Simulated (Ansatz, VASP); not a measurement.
**Ge in VASP and in Ansatz**

The input INCAR:

```
SYSTEM = Ge
PREC = Accurate
ENCUT = 520
EDIFF = 1E-6
ISMEAR = -1
SIGMA = 0.08
LREAL = .FALSE.
LASPH = .TRUE.
NELM = 80
ALGO = Normal
ISIF = 2
LWAVE = .FALSE.
LCHARG = .TRUE.
GGA = CA
LELF = .TRUE.
LVHAR = .TRUE.
NBANDS = 13
```

KPOINTS

```
regular mesh
0
G
  15 15 15
  0 0 0
```

POSCAR

```
Ge
1.0
    2.0981571430      0.0000000000      0.0000000000
    0.0000000000      2.0981571430      0.0000000000
    0.0000000000      0.0000000000      2.0981571430
Ge
1
Direct
    0.0000000000      0.0000000000      0.0000000000
```

Input for Ansatz:

```yaml
crystal:
  lattice:
    - [2.098157143, 0.0, 0.0]
    - [0.0, 2.098157143, 0.0]
    - [0.0, 0.0, 2.098157143]
  atoms:
    - { symbol: Ge, position: [0.0, 0.0, 0.0] }
kpoints:
  mp_grid: { grid: [15, 15, 15] }
scf:
  occupations: { method: fermi_dirac, width: 0.08 }
hamiltonian:
  xc: lda
  pseudopotentials: { kind: all_electron, lapw: { basis_error: 0.001 } }
output:
  forces: true
  stress: true
  eigenvalues: true
  populations: true
```

Change from the starting cell: volume scaled by 0.5, LAPW.

Alike in both runs: task single point; functional LDA; k mesh 15 × 15 × 15; occupations fermi-dirac, width 0.08 eV; no spin polarisation.

```csv
,VASP,Ansatz
version,VASP 6.6.1,Ansatz 0.2.0
potentials or method,"VASP PAW LDA potentials, release 64 (Ge_d)","all-electron LAPW, scalar-relativistic"
plane-wave cutoff (eV),520,see its input
```

Ansatz gave:

```
pressure (GPa) : 280.3
```

**Question.** What did VASP give for the same quantities?

**Answer.** Pressure (GPa): 284.9.

Ansatz ran all-electron here, so the differences hold the error of VASP's frozen core and of both bases.

Caveats: the cell as given lies far from equilibrium; so large a pressure means that the cell lies far from this level's equilibrium, or that cutoff or potentials fall short (VASP).
